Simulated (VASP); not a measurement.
PbO2:

```xyz
6
Lattice="4.9950 0.0000 0.0000 0.0000 4.9950 0.0000 0.0000 0.0000 3.4090" Properties=species:S:1:pos:R:3 pbc="T T T"
Pb    2.4975    2.4975    1.7045
Pb    0.0000    0.0000    0.0000
O     3.4594    3.4594    0.0000
O     4.0331    0.9619    1.7045
O     0.9619    4.0331    1.7045
O     1.5356    1.5356    0.0000
```

The cell is a database's computed one.

```yaml
Program: VASP 6.6.1
Task: relaxation of cell and atoms
Functional: revPBE
Potentials_or_basis: VASP PAW PBE potentials, release 64 (Pb_d, O)
Cutoff: 600 eV
k_mesh: 6 × 6 × 8
Occupations: fermi-dirac, width 0.05 eV
Spin: no spin polarisation
```

At the start: pressure 8.5 GPa; volume 14.18 Å³/atom.

**Question.** Where does the relaxation end?

**Answer.** Over 8 steps the energy falls by 24.0 meV/atom and the volume is 15.19 Å³/atom (+7.2 %); space group P4_2/mnm (No. 136, to 0.05 Å).

Step by step:
```
step  energy change (eV)  largest force (eV/Å)  pressure (GPa)  volume (Å³)
   1              0.0000                0.0673            8.45        85.05
   2             -0.0795                0.1718           -4.29        94.60
   3             -0.1375                0.0908            0.06        90.59
   4             -0.1411                0.0450            0.06        90.76
   5             -0.1433                0.0563            0.06        91.11
   6             -0.1434                0.0354            0.04        91.04
   7             -0.1437                0.0119           -0.02        91.11
   8             -0.1438                0.0001           -0.05        91.15
```

Final structure:
```
Pb O
1.0
     5.13671    0.00000    0.00000
     0.00000    5.13671    0.00000
     0.00000    0.00000    3.45462
Pb O
2 4
Direct
  0.50000 0.50000 0.50000
  0.00000 0.00000 0.00000
  0.69169 0.69169 0.00000
  0.80831 0.19169 0.50000
  0.19169 0.80831 0.50000
  0.30831 0.30831 0.00000
```

Caveat: the PAW data sets were made with another functional, which shifts forces and pressure a little.
